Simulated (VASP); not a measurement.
Crystal: GaCuSe2.

```
CELL_PARAMETERS angstrom
-2.80955 2.80955 5.51300
2.80955 -2.80955 5.51300
2.80955 2.80955 -5.51300
ATOMIC_POSITIONS crystal
Se 0.12562 0.62500 0.00062
Se 0.87500 0.87438 0.49938
Se 0.62438 0.12500 0.99938
Se 0.37500 0.37562 0.50062
Ga 0.25000 0.75000 0.50000
Ga 0.50000 0.50000 0.00000
Cu 0.75000 0.25000 0.50000
Cu 0.00000 0.00000 0.00000
```

- Program: VASP 6.6.1
- Task: relaxation of cell and atoms
- Functional: PBE
- Dispersion: D3(BJ)
- Potentials or basis: VASP PAW PBE potentials, release 64 (Se, Ga_d, Cu)
- Cutoff: 600 eV
- k mesh: 6 × 6 × 6
- Occupations: gaussian, width 0.02 eV
- Spin: no spin polarisation

At the start: pressure 0.3 GPa; volume 21.76 Å³/atom.

Problem. Where does the relaxation end?

Solution. Over 8 steps the energy falls by 3.9 meV/atom and the volume is 21.78 Å³/atom (+0.1 %); space group I-42d (No. 122, to 0.05 Å).

The path:
```csv
step,energy change (eV),largest force (eV/Å),pressure (GPa),volume (Å³)
1,0.0000,0.3775,0.30,174.07
2,-0.0211,0.1937,-0.21,175.11
3,-0.0261,0.0425,-0.61,176.00
4,-0.0300,0.0331,0.14,173.90
5,-0.0303,0.0177,-0.02,174.31
6,-0.0303,0.0192,0.02,174.28
7,-0.0307,0.0107,0.04,174.25
8,-0.0308,0.0045,0.03,174.23
```

Final structure:
```
Se Ga Cu
1.0
    -2.80349    2.80349    5.54207
     2.80349   -2.80349    5.54207
     2.80349    2.80349   -5.54207
Se Ga Cu
4 2 2
Direct
  0.11847 0.62500 0.99347
  0.87500 0.88153 0.50653
  0.63153 0.12500 0.00653
  0.37500 0.36847 0.49347
  0.25000 0.75000 0.50000
  0.50000 0.50000 0.00000
  0.75000 0.25000 0.50000
  0.00000 0.00000 0.00000
```
